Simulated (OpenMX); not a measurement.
## Al and the effect of the volume of the cell

It takes space group P6/mmm (No. 191, hexagonal). The conventional cell has a = 4.492 Å, b = 4.492 Å, c = 2.723 Å, α = 90.00°, β = 90.00°, γ = 120.00°. Al (site symmetry -6m2) has 5 Al at 2.59 to 2.72 Å as nearest neighbours.

This isn't the form of Al at room conditions, which is fcc.

Kept alike: task single point; functional PBE; k mesh 5 × 5 × 7; occupations fermi-dirac, width 0.05 eV; no spin polarisation. Program: OpenMX, OpenMX 2013 PBE set, Al7.0-s2p2d1, grid cutoff 300 Ry. The mesh is that of the run's cell of 2 atoms. No spin-orbit coupling.

```csv
"volume of cell, f (times the cell shown)",pressure (GPa),free energy over the lowest row (meV/atom)
0.88,9.50,94.03
0.92,6.23,47.54
0.96,?,18.57
1,1.42,3.83
1.04,-0.39,0.00
1.08,-1.90,6.34
```

Pressure is positive in compression. The cell shown is the unstrained one; x, y and z are its Cartesian axes; atoms keep their fractions. For a metal such a mesh leaves the last digits unconverged.

**Question.** Fit the rows shown and predict the run at 0.96 times the cell shown.

**Answer.** A least-squares parabola through the rows shown is pressure = 132.65 f² - 316.486 f + 185.225 (largest miss 0.103); at f = 0.96 it gives 3.65 GPa. The run gave: pressure 3.63 GPa.
